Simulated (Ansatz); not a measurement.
A series in volume per atom on Mg₂Si

Periodic Kohn-Sham DFT of a crystal at fixed atoms; Kohn-Sham levels at symmetry points; band -1 is the highest filled and +1 the lowest empty one at that point, spin up along a +z start moment. The results are calculated, by Ansatz 0.2.0.

Cell of the first row (space group Fm-3m, No. 225):
```
cell vectors (Å)
   0.0000     3.1298     3.1298
   3.1298     0.0000     3.1298
   3.1298     3.1298     0.0000
atoms (fractions of the cell vectors)
Mg  0.25000  0.25000  0.25000
Mg  0.75000  0.75000  0.75000
Si  0.00000  0.00000  0.00000
```

Settings of every row: method all-electron LAPW; functional LDA; relativity scalar; k mesh 11x11x11; filling fermi-dirac; smearing width 0.05 eV; basis error target 1 meV/atom; nucleus gaussian.

Atom start moment: 0 on all atoms.

Limits: small gap, it may come from the mesh; semilocal functionals tend to give too small a gap.

```csv
row,volume per atom (Å³),smallest direct gap on path (eV),band gap (eV)
1,20.439,1.991,0.117
2,20.873,1.864,0.142
3,21.308,?,?
4,21.526,1.681,0.178
5,21.961,1.564,0.201
6,22.178,1.507,0.212
7,22.613,1.395,0.225
8,23.048,1.287,0.197
```

Question: what smallest direct gap on path should row 3 give?

Worked fit of smallest direct gap on path. Take t = volume per atom − 22, in Å³. The shown rows have t = -1.561, -1.127, -0.474, -0.039, 0.178, 0.613, 1.048. Least squares give smallest direct gap on path = 1.5535 − 0.26461 × t + 0.00992 × t² eV; a straight line predicts inner rows, each left out in turn, worse (root mean square 0.0059 against 0.00031 eV). All shown rows lie on it to the printed digit. The withheld row has t = -0.692, so the fit gives 1.5535 − 0.26461 × (-0.692) + 0.00992 × (-0.692)² = 1.741 eV.

The calculation gave 1.741 eV. The fit meets it to the printed digit.

The other values of row 3: band gap 0.167 eV.
